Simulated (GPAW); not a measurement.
AlN in GPAW: the effect of exact-exchange share

AlN:

```
CELL_PARAMETERS angstrom
0.00000 2.03452 2.03452
2.03452 0.00000 2.03452
2.03452 2.03452 0.00000
ATOMIC_POSITIONS crystal
Al 0.50000 0.50000 0.50000
N 0.00000 0.00000 0.00000
```

Measurements of this composition are mostly on another form, of space group No. 186.

Alike in all runs:

- Program: GPAW 26.7.0
- Task: single point
- Potentials or basis: GPAW PAW data sets (gpaw-data 1.2.1)
- Cutoff: 600 eV
- Basis: pw
- k mesh: 4 × 4 × 4
- Occupations: fermi-dirac, width 0.05 eV
- Spin: no spin polarisation

| exact-exchange share | functional | gap on the mesh (eV) |
| --- | --- | --- |
| 0.1 | PBEh(alpha) | 5.21 |
| 0.2 | PBEh(alpha) | ? |
| 0.25 | PBE0 | 6.51 |
| 0.35 | PBEh(alpha) | 7.39 |
| 0.5 | PBEh(alpha) | 8.73 |

**Question.** What does the run with exact-exchange share 0.2 give?

**Answer.** gap on the mesh 6.07 eV.

Worked out: A straight line through the other rows of the gap on the mesh, of slope 8.8 eV per unit of exact-exchange share, gives 6.08 eV, against the run's 6.07.

Caveats: all runs use coarse meshes; exact exchange converges slowly with the k mesh, and this mesh is small.

A k mesh can miss the band edges.

Runs at the PBE level aren't shown here.
